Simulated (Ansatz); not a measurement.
**CdInS2: one crystal by all-electron and frozen-core methods**

The same cell of CdInS2 is computed with full-potential LAPW, frozen-core PAW and datasets made for this crystal, to set the results side by side.

Program: Ansatz 0.2.0. Level of theory: DFT PBE, scalar-relativistic. These are calculated values, not measurements.

### 1 The starting structure

The structure is trigonal, space group P-3m1 (No. 164). The conventional cell has a = 3.869 Å, b = 3.869 Å, c = 6.811 Å, α = 90.00°, β = 90.00°, γ = 120.00°. Around Cd (site symmetry -3m) lie 6 S at 2.79 Å. In (site symmetry -3m) is surrounded by 6 S at 2.83 Å. Around S (site symmetry 3m) lie 3 Cd at 2.79 Å and 3 In at 2.83 Å.

As a file:

```cif
data_structure
_symmetry_space_group_name_H-M 'P-3m1'
_symmetry_Int_Tables_number 164
_cell_length_a 3.8695
_cell_length_b 3.8695
_cell_length_c 6.8105
_cell_angle_alpha 90.000
_cell_angle_beta 90.000
_cell_angle_gamma 120.000
_cell_volume 88.31
loop_
_atom_site_label
_atom_site_type_symbol
_atom_site_symmetry_multiplicity
_atom_site_Wyckoff_symbol
_atom_site_fract_x
_atom_site_fract_y
_atom_site_fract_z
_atom_site_occupancy
Cd1 Cd 1 a 0.00000 0.00000 0.00000 1
In1 In 1 b 0.00000 0.00000 0.50000 1
S1 S 2 d 0.66667 0.33333 0.75505 1
```

The file gives the conventional cell by its symmetry; the runs use the cell typed in the input.

Structure from a Materials Project entry, not relaxed further.

Atoms are numbered in the order of the input: Cd1, In2, S3, S4.

### 2 Full-potential LAPW

Input file input.yaml:

```yaml
crystal:
  lattice:
    - [3.8694961422, 0.0, 0.0]
    - [-1.9347480711, 3.351081959, 0.0]
    - [0.0, 0.0, 6.810529]
  atoms:
    - { symbol: Cd, position: [0.0, 0.0, 0.0] }
    - { symbol: In, position: [0.0, 0.0, 0.5] }
    - { symbol: S, position: [0.6666666667, 0.3333333333, 0.755049] }
    - { symbol: S, position: [0.3333333333, 0.6666666667, 0.244951] }
kpoints:
  mp_grid: { grid: [11, 11, 6] }
  band_path:
    path:
      - [0.0, 0.0, 0.0]
      - [0.5, 0.0, 0.0]
      - [0.3333333333, 0.3333333333, 0.0]
      - [0.0, 0.0, 0.0]
      - [0.0, 0.0, 0.5]
      - [0.5, 0.0, 0.5]
      - [0.3333333333, 0.3333333333, 0.5]
      - [0.0, 0.0, 0.5]
      - [0.5, 0.0, 0.5]
    npoints: 8
scf:
  occupations: { method: fermi_dirac, width: 0.08 }
hamiltonian:
  xc: pbe
  pseudopotentials: { kind: all_electron, lapw: { basis_error: 0.001 } }
output:
  forces: true
  stress: true
  eigenvalues: true
  populations: true
  dos: { projected: true, de: 0.2, e_range: [-14, 8] }
```

Launch:

```
$ ansatz run input.yaml --threads 1 --pin off --max-ram 3072MiB --backend cpu --events-out ev --progress --plain --runs-dir out
```

Log:

```text
Cd: projections on atomic orbitals take those of the free atom 1s2 2s2 2p6 3s2 3p6 3d10 4s2 4p6 4d10 5s2, of charge +0.00 (hamiltonian.pseudopotentials.projection_atoms)
In: projections on atomic orbitals take those of the free atom 1s2 2s2 2p6 3s2 3p6 3d10 4s2 4p6 4d10 5s2 5p1, of charge +0.00 (hamiltonian.pseudopotentials.projection_atoms)
S: projections on atomic orbitals take those of the free atom 1s2 2s2 2p6 3s2 3p4, of charge +0.00 (hamiltonian.pseudopotentials.projection_atoms)
LAPW: plane waves up to 7.232 Å⁻¹, error target 1.0e-3 eV per atom; small_component_spin mean_spin; S in spheres of 1.226 Å, 14 of its electrons in bands, Dirac shells []; Cd in spheres of 1.563 Å, 20 of its electrons in bands, Dirac shells []; In in spheres of 1.563 Å, 21 of its electrons in bands, Dirac shells []
Engine: ansatz 0.2.0
Pseudopotentials: kind: all_electron
Pseudopotential: Cd, LAPW, valence charge 20, Koelling and Harmon's equation, gaussian nucleus
Pseudopotential: In, LAPW, valence charge 21, Koelling and Harmon's equation, gaussian nucleus
Pseudopotential: S, LAPW, valence charge 14, Koelling and Harmon's equation, gaussian nucleus
Functional definition: PBE
  parameter kappa = 0.804
  parameter beta = 0.06672455060314922
  exchange = pbe_x(kappa = kappa, mu = beta*pi^2/3)
  correlation = pbe_c(beta = beta)
Crystal: 4 atoms, lattice volume = 88.312 Å³
Basis set: ecut = 199.26950266572635 eV, 561 PW (Γ), exchange–correlation at level 2
Bands: 42, of which v1, the nominal top of the filled ones, is band 35 counted from 1 (34 counted from 0)
Symmetry: 12 space group operations
Space group: P-3m1 (ITA 164), of the structure as read, at distance tolerance 4.5e-5 Å
k-points: 84 of 726
Non-local potential: Cd, projectors of the file, none
Non-local potential: In, projectors of the file, none
Non-local potential: S, projectors of the file, none
Initial density: superposition of atomic densities (chi_scale 0.1, normalization cell, long waves kept (reshape's long-wave potential 0.03 eV rms))
Initial wavefunctions: plane waves of lowest kinetic energy (no species holds an atomic orbital)
Functional: x = pbe(κ = 0.804, μ = 0.2195149727645171), c = pbe(β = 0.06672455060314922)
iter 1 solved again at ethr=3.20e-3 eV; its pass at ethr=1.00e-1 eV (dr2=2.21e0 eV) is discarded
SCF iter   1: F=—  HF=-334009.226845 eV  |F-HF|=—  |Δ(HF+E_count)|=         —  Δρ=3.37e-2  dr2=2.21e0  ethr=3.20e-3  ⟨swp⟩=2.0  Hψ=23046  notcnv=0
preconditioner: auto → LDOS  [metal: Δε(μ)=0.017 eV  Ē_g=12.887 eV  σ=0.080 eV  W_gap=0.05  n_scr=22 (ndim 8)  ℏωp=24.0 eV  f_vac=0.020  D(μ)=1.68/eV (n_scr^D=4)  β→1.0]
SCF iter   2: F=—  HF=-334008.456724 eV  |F-HF|=—  |Δ(HF+E_count)|=   7.70e-1  Δρ=8.74e-3  dr2=2.81e-1  ethr=3.20e-3  ⟨swp⟩=3.0  Hψ=11387  notcnv=0
SCF iter   3: F=—  HF=-334008.418678 eV  |F-HF|=—  |Δ(HF+E_count)|=   3.80e-2  Δρ=4.05e-3  dr2=3.42e-2  ethr=4.08e-4  ⟨swp⟩=3.0  Hψ=11319  notcnv=0
SCF iter   4: F=—  HF=-334008.359388 eV  |F-HF|=—  |Δ(HF+E_count)|=         —  Δρ=1.85e-3  dr2=6.77e-3  ethr=4.96e-5  ⟨swp⟩=2.0  Hψ=10247  notcnv=0
the basis was enlarged: its passes take 242.6 KiB over the memory plan, 1 of 1 planned eigensolver slots
iter 5 solved again at ethr=4.07e-7 eV; its pass at ethr=9.82e-6 eV (dr2=2.81e-4 eV) is discarded
SCF iter   5: F=—  HF=-334008.357114 eV  |F-HF|=—  |Δ(HF+E_count)|=   2.27e-3  Δρ=3.93e-4  dr2=2.81e-4  ethr=4.07e-7  ⟨swp⟩=2.0  Hψ=17942  notcnv=0
SCF iter   6: F=—  HF=-334008.356546 eV  |F-HF|=—  |Δ(HF+E_count)|=   5.68e-4  Δρ=8.54e-5  dr2=8.23e-6  ethr=4.07e-7  ⟨swp⟩=3.0  Hψ=10538  notcnv=0
SCF iter   7: F=—  HF=-334008.356537 eV  |F-HF|=—  |Δ(HF+E_count)|=   9.09e-6  Δρ=1.98e-5  dr2=3.16e-7  ethr=1.19e-8  ⟨swp⟩=2.1  Hψ=10251  notcnv=0
SCF iter   8: F=-334008.356536 eV  HF=-334008.356535 eV  |F-HF|=7.21e-8  |Δ(HF+E_count)|=   1.29e-6  Δρ=6.58e-6  dr2=2.29e-8  ethr=4.58e-10  ⟨swp⟩=3.0  Hψ=10630  notcnv=0
SCF 1 converged in 8 iterations: F = -334008.356536 eV  dr2 = 2.29e-8
NSCF: frozen V_eff on 65 k-points
SCF converged after 8 iterations
Free energy (F): -334008.356536 eV
Harris-Foulkes:  -334008.356535 eV  (|F-HF|=7.21e-8)
Internal energy: -334008.330634 eV  (E = F + TS)
E sigma→0 (E₀):  -334008.343585 eV
Entropy (-TS):   -0.025901 eV (-6.475 meV/atom)
Fermi energy:    11.112835 eV
--- Per-component energies (eV) ---
  E_band       = -3459.853971
  E_kinetic    = 349283.274924
  E_xc         = -9958.536741
  E_electrostatic = -673333.068817  (all electrons and nuclei)
  E_smearing   = -0.025901  (= −TS)
  E_closure    = 0.000000  (closes the sum)
  E_atoms      = -333995.287651  (free atoms, spherical and without spin; not in F)
  Σ components = -334008.356536   (vs F -334008.356536, Δ=0.00e0)
  Basis errors (estimates in eV, not in F): energy 3.8e-4 per atom: plane waves 3.3e-4 (1.8e-4 summed), levels above the bands 3.8e-39, relativity 6.6e-8, radial functions 4.6e-5, core shells 1.5e-8; eigenvalues (radial functions only) 5.6e-6; not estimated: angular momenta, meshes, grids; target (lapw.basis_error) 1.0e-3; muffin-tin radii S 1.226 Å, Cd 1.563 Å, In 1.563 Å
--- Forces (eV/Å), atoms counted from 1 ---
  atom   1  Cd    -0.00000000     0.00000000     0.00000000
  atom   2  In     0.00000000     0.00000000     0.00000000
  atom   3  S      0.00000000     0.00000000     0.07774524
  atom   4  S      0.00000000    -0.00000000    -0.07774524
  max |Σ_I F_I| component: 1.39e-17 eV/Å
--- Stress (GPa, compression-positive) ---
       -0.039392      -0.000000       0.000000
        0.000000      -0.039392       0.000000
        0.000000       0.000000       0.040019
  P = ⅓ Tr σ = -0.0129 GPa (-0.129 kbar)
--- Band table (eV; the first three rows and the last of 84) ---
  k-point 0: bands = ["-194.8332", "-194.8332", "-139.6296", "-139.6296", "-139.6051", "-139.6051", "-139.6051", "-139.6051", "-104.4352", "-91.5702", "-62.9262", "-62.9262", "-62.9217", "-52.6426", "-52.6391", "-52.6391", "-3.5705", "-3.5639", "-3.5639", "-3.4979", "-3.4979", "-2.8149", "-1.9203", "2.2363", "2.3083", "2.3083", "2.5216", "2.5216", "4.3283", "8.5360", "9.0719", "9.0719", "9.2742", "9.5816", "9.5816", "12.9827", "15.5423", "15.9791", "15.9791", "17.6250", "18.0991", "18.0991"]
  k-point 1: bands = ["-194.8332", "-194.8332", "-139.6296", "-139.6296", "-139.6051", "-139.6051", "-139.6051", "-139.6051", "-104.4352", "-91.5702", "-62.9262", "-62.9262", "-62.9217", "-52.6426", "-52.6391", "-52.6391", "-3.5682", "-3.5638", "-3.5638", "-3.4978", "-3.4978", "-2.7676", "-1.9963", "2.2554", "2.3073", "2.3073", "2.5210", "2.5210", "4.4794", "7.7541", "9.1049", "9.1049", "9.5540", "9.5540", "10.0653", "12.9227", "15.4928", "15.9866", "15.9866", "17.2039", "17.6815", "17.6815"]
  k-point 2: bands = ["-194.8332", "-194.8332", "-139.6296", "-139.6296", "-139.6051", "-139.6051", "-139.6051", "-139.6051", "-104.4352", "-91.5702", "-62.9262", "-62.9262", "-62.9217", "-52.6426", "-52.6391", "-52.6391", "-3.5639", "-3.5637", "-3.5637", "-3.4976", "-3.4976", "-2.6316", "-2.1876", "2.2888", "2.3054", "2.3054", "2.5197", "2.5197", "4.8996", "6.7884", "9.1891", "9.1891", "9.4807", "9.4807", "11.0597", "12.6616", "15.4974", "16.0150", "16.0150", "16.4878", "17.1880", "17.1880"]
  k-point 83: bands = ["-194.8332", "-194.8332", "-139.6296", "-139.6296", "-139.6051", "-139.6051", "-139.6051", "-139.6051", "-104.4352", "-91.5702", "-62.9266", "-62.9265", "-62.9216", "-52.6425", "-52.6401", "-52.6399", "-3.7418", "-3.6679", "-3.5142", "-3.4966", "-3.4871", "-1.5439", "-1.3991", "2.4444", "2.4451", "2.4485", "2.5883", "2.6054", "5.0004", "5.7206", "6.5784", "6.5960", "8.9854", "9.0140", "11.3775", "12.6619", "13.4965", "13.6428", "16.3124", "17.0313", "18.0388", "18.0419"]
--- Löwdin populations: 4 sites ---
  site symbol       q [e]
     0     Cd     46.7890
     1     In     48.7993
     2      S     16.5899
     3      S     16.5899
  spilling = 0.001798 (of n_electrons = 129.000000)
```

It took 67 s on 1 thread, shared host.

This run gives: pressure -0.01 GPa; no gap; largest force 0.078 eV/Å.

At the corners of the path (eV, zero at the Fermi level):

| point | band 32 | band 33 | band 34 | band 35 | band 36 | band 37 | band 38 |
| --- | --- | --- | --- | --- | --- | --- | --- |
| Γ | -2.04 | -1.84 | -1.53 | -1.53 | 1.87 | 4.43 | 4.87 |
| M | -3.45 | -3.25 | -1.68 | -0.03 | 1.88 | 1.94 | 3.86 |
| K | -3.75 | -3.46 | -3.46 | -1.65 | 3.32 | 4.18 | 4.18 |
| Γ | -2.04 | -1.84 | -1.53 | -1.53 | 1.87 | 4.43 | 4.87 |
| A | -1.86 | -1.69 | -1.69 | 0.60 | 1.17 | 4.54 | 4.93 |
| L | -2.94 | -2.61 | -2.52 | -0.76 | 0.35 | 3.87 | 4.03 |
| H | -4.65 | -2.08 | -2.08 | 0.33 | 1.79 | 2.22 | 2.22 |
| A | -1.86 | -1.69 | -1.69 | 0.60 | 1.17 | 4.54 | 4.93 |
| L | -2.94 | -2.61 | -2.52 | -0.76 | 0.35 | 3.87 | 4.03 |

States per cell in windows of 1 eV (zero at the Fermi level; grid of 0.20 eV, so sharp peaks spill over the borders):

| from | to | total | S 3p | Cd 4d | In 5p | In 5s | Cd 5s |
| --- | --- | --- | --- | --- | --- | --- | --- |
| -10 | -9 | 0.00 | 0.00 | 0.00 | 0.00 | 0.00 | 0.00 |
| -9 | -8 | 10.00 | 0.27 | 9.55 | 0.04 | 0.04 | 0.01 |
| -8 | -7 | 0.00 | 0.00 | 0.00 | 0.00 | 0.00 | 0.00 |
| -7 | -6 | 0.95 | 0.47 | 0.05 | 0.01 | 0.31 | 0.07 |
| -6 | -5 | 2.01 | 1.04 | 0.09 | 0.17 | 0.37 | 0.21 |
| -5 | -4 | 1.77 | 1.21 | 0.02 | 0.21 | 0.05 | 0.18 |
| -4 | -3 | 2.23 | 1.76 | 0.04 | 0.25 | 0.04 | 0.04 |
| -3 | -2 | 3.97 | 3.43 | 0.08 | 0.23 | 0.06 | 0.05 |
| -2 | -1 | 1.10 | 0.99 | 0.03 | 0.03 | 0.02 | 0.01 |
| -1 | 0 | 0.83 | 0.30 | 0.00 | 0.03 | 0.32 | 0.11 |
| 0 | 1 | 1.17 | 0.48 | 0.01 | 0.05 | 0.42 | 0.10 |
| 1 | 2 | 1.12 | 0.29 | 0.00 | 0.21 | 0.07 | 0.39 |
| 2 | 3 | 1.20 | 0.27 | 0.00 | 0.33 | 0.06 | 0.28 |
| 3 | 4 | 1.68 | 0.25 | 0.00 | 0.73 | 0.05 | 0.13 |
| 4 | 5 | 3.52 | 0.51 | 0.01 | 1.58 | 0.02 | 0.10 |

### 3 Frozen-core PAW

Changes to input.yaml since step 2:

```diff
@@ -28,3 +28,3 @@
   xc: pbe
-  pseudopotentials: { kind: all_electron, lapw: { basis_error: 0.001 } }
+  pseudopotentials: { kind: paw }
 output:
@@ -33,3 +33,5 @@
   eigenvalues: true
+  efg: { contact_densities: true }
   populations: true
+  bader: true
   dos: { projected: true, de: 0.2, e_range: [-14, 8] }
```

Launch:

```
$ ansatz run input.yaml --threads 1 --pin off --max-ram 3072MiB --backend cpu --events-out ev --progress --plain --runs-dir out
```

Log (excerpt; [...] marks lines left out):

```text
Cd, In: output.efg is read without spin–orbit coupling, which moves field gradients at and beside such atoms by some per cent and up to a factor of two; PAW files take it under magnetization.noncollinear and magnetization.spin_orbit
[...]
Pseudopotentials: kind: paw
Pseudopotential: Cd, paw, valence charge 20, recommended cutoff 420 eV (normal)
Pseudopotential: In, paw, valence charge 13, recommended cutoff 420 eV (normal)
Pseudopotential: S, paw, valence charge 6, recommended cutoff 420 eV (normal)
[... 1 set-up line as earlier in the session ...]
[...]
Crystal: 4 atoms, lattice volume = 88.312 Å³
Basis set: ecut = 420 eV, 1751 PW (Γ), exchange–correlation on 54×54×96 points (8 copies of the dense FFT grid, shifted against one another)
Bands: 27, of which v1, the nominal top of the filled ones, is band 23 counted from 1 (22 counted from 0)
[... 1 set-up line as earlier in the session ...]
[...]
  atom   2  In V_zz =    -1.042073   η = 0.0000   by run symmetry: allowed
            electrostatic potential = -7937.919317 V   contact ρ = 1133060.289796 e/Å³
  atom   3  S  V_zz =    +2.810909   η = 0.0000   by run symmetry: allowed
            electrostatic potential = -1635.494896 V   contact ρ = 19770.977765 e/Å³
  atom   4  S  V_zz =    +2.810909   η = 0.0000   by run symmetry: allowed
            electrostatic potential = -1635.494896 V   contact ρ = 19770.977765 e/Å³
--- Band table (eV; the first three rows and the last of 84) ---
[... band rows left out ...]
[...]
--- Löwdin populations: 4 sites ---
  site symbol       q [e]
     0     Cd     18.7920
     1     In     12.7748
     2      S      6.5953
     3      S      6.5953
  spilling = 0.005393 (of n_electrons = 45.000000)
--- Bader charges: 4 sites ---
  site symbol  charge [e]  shift [e]
     0     Cd      0.8299     0.0003
     1     In      0.9839     0.0001
     2      S     -0.9069     0.0002
     3      S     -0.9069     0.0002
  estimated error of the sums over rays = 4.5e-4 e
```

Wall time 39 s (1 thread, shared host).

In short: pressure -0.02 GPa; no gap; largest force 0.078 eV/Å; Vzz Cd1 -0.72 (η = 0.00), In2 -1.04 (η = 0.00), S3 2.81 (η = 0.00) (10²¹ V/m²).

| atom | Bader charge (e) | basin volume (Å³) |
| --- | --- | --- |
| Cd1 | +0.83 | 18.23 |
| In2 | +0.98 | 19.46 |
| S3 | -0.91 | 25.31 |

### 4 Datasets made for this crystal

Changes to input.yaml since step 3:

```diff
@@ -28,3 +28,3 @@
   xc: pbe
-  pseudopotentials: { kind: paw }
+  pseudopotentials: { kind: all_electron, datasets: crystal }
 output:
@@ -34,4 +34 @@
   efg: { contact_densities: true }
-  populations: true
-  bader: true
-  dos: { projected: true, de: 0.2, e_range: [-14, 8] }
```

Launch:

```
$ ansatz run input.yaml --threads 1 --pin off --max-ram 3072MiB --backend cpu --events-out ev --progress --plain --runs-dir out
```

Log (excerpt; [...] marks lines left out):

```text
[...]
Cd, In: output.efg is read without spin–orbit coupling, which moves field gradients at and beside such atoms by some per cent and up to a factor of two; PAW files take it under magnetization.noncollinear and magnetization.spin_orbit
[...]
[... 1 set-up line as earlier in the session ...]
Pseudopotential: Cd, paw, valence charge 20, recommended cutoff 260 eV (normal), Koelling and Harmon's equation, gaussian nucleus
Pseudopotential: In, paw, valence charge 13, recommended cutoff 260 eV (normal), Koelling and Harmon's equation, gaussian nucleus
Pseudopotential: S, paw, valence charge 6, recommended cutoff 260 eV (normal), Koelling and Harmon's equation, gaussian nucleus
[... 1 set-up line as earlier in the session ...]
[...]
Crystal: 4 atoms, lattice volume = 88.312 Å³
Basis set: ecut = 260 eV, 845 PW (Γ), exchange–correlation on 48×48×72 points (8 copies of the dense FFT grid, shifted against one another)
[...]
--- PAW observables at the nuclei: V_zz in 10²¹ V/m², potentials from the cell's mean, atoms counted from 1 ---
  atom   1  Cd V_zz =    -0.711131   η = 0.0000   by run symmetry: allowed
            electrostatic potential = -7705.982307 V   contact ρ = 1035884.558623 e/Å³
  atom   2  In V_zz =    -1.065304   η = 0.0000   by run symmetry: allowed
            electrostatic potential = -7937.793545 V   contact ρ = 1133001.381747 e/Å³
  atom   3  S  V_zz =    +2.809854   η = 0.0000   by run symmetry: allowed
            electrostatic potential = -1635.418662 V   contact ρ = 19789.074658 e/Å³
  atom   4  S  V_zz =    +2.809854   η = 0.0000   by run symmetry: allowed
            electrostatic potential = -1635.418662 V   contact ρ = 19789.074658 e/Å³
--- Band table (eV; the first three rows and the last of 84) ---
  k-point 0: bands = ["-3.5705", "-3.5640", "-3.5640", "-3.4980", "-3.4980", "-2.8149", "-1.9202", "2.2363", "2.3082", "2.3082", "2.5216", "2.5216", "4.3283", "8.5361", "9.0718", "9.0718", "9.2742", "9.5816", "9.5816", "12.9826", "15.5423"]
[...]
```

It took 41 s on 1 thread, shared host.

This run gives: pressure -0.01 GPa; no gap; largest force 0.078 eV/Å; Vzz Cd1 -0.71 (η = 0.00), In2 -1.07 (η = 0.00), S3 2.81 (η = 0.00) (10²¹ V/m²).

| atom | contact density (e/Å³) |
| --- | --- |
| Cd1 | 1035885 |
| In2 | 1133001 |
| S3 | 19789.07 |

### 5 Side by side

| method | pressure (GPa) | largest force (eV/Å) | Vzz Cd1 (10²¹ V/m²) | Vzz In2 (10²¹ V/m²) | Vzz S3 (10²¹ V/m²) | SCF cycles, all passes |
| --- | --- | --- | --- | --- | --- | --- |
| LAPW | -0.01 | 0.078 | – | – | – | 8 |
| PAW | -0.02 | 0.078 | -0.72 | -1.04 | 2.81 | 7 |
| crystal datasets | -0.01 | 0.078 | -0.71 | -1.07 | 2.81 | 10 |

### 6 Outcome

```
           quantity                                               value
           pressure   LAPW -0.01, PAW -0.02, crystal datasets -0.01 GPa
         gap (LAPW)                                                none
      largest force  LAPW 0.078, PAW 0.078, crystal datasets 0.078 eV/Å
Bader charges (PAW)                    Cd1 +0.83, In2 +0.98, S3 -0.91 e
```

What this shows: The pressure is within half a GPa of zero, so the volume is close to equilibrium at this level. With 69 electrons in the bands of a cell, and no spin, a band must be partly filled: it is a metal at this level. Within 0.3 eV of the Fermi level the largest projected share is S 3p (42 %). The projection holds only the free atom's occupied shells (Cd 5s, Cd 4d, In 5s, In 5p, S 3s, S 3p in this range). The field gradient at S3, the largest by crystal datasets, is 2.81 by PAW and 2.81 by crystal datasets (10²¹ V/m²), within 5 %. No spin–orbit coupling: at heavy atoms the gradients can be off by tens of per cent for that reason. In pressure, PAW differs from LAPW by less than 0.01 GPa. The forces differ by at most 1 meV/Å in a component, on a largest force of 0.078 eV/Å. The price, with the outputs that each input asks for: 67 s for LAPW against 39 s for PAW, about 1.7 to one. CdInS2 has an odd count of electrons, so a run without spin can force a false metal and spoil its energy.
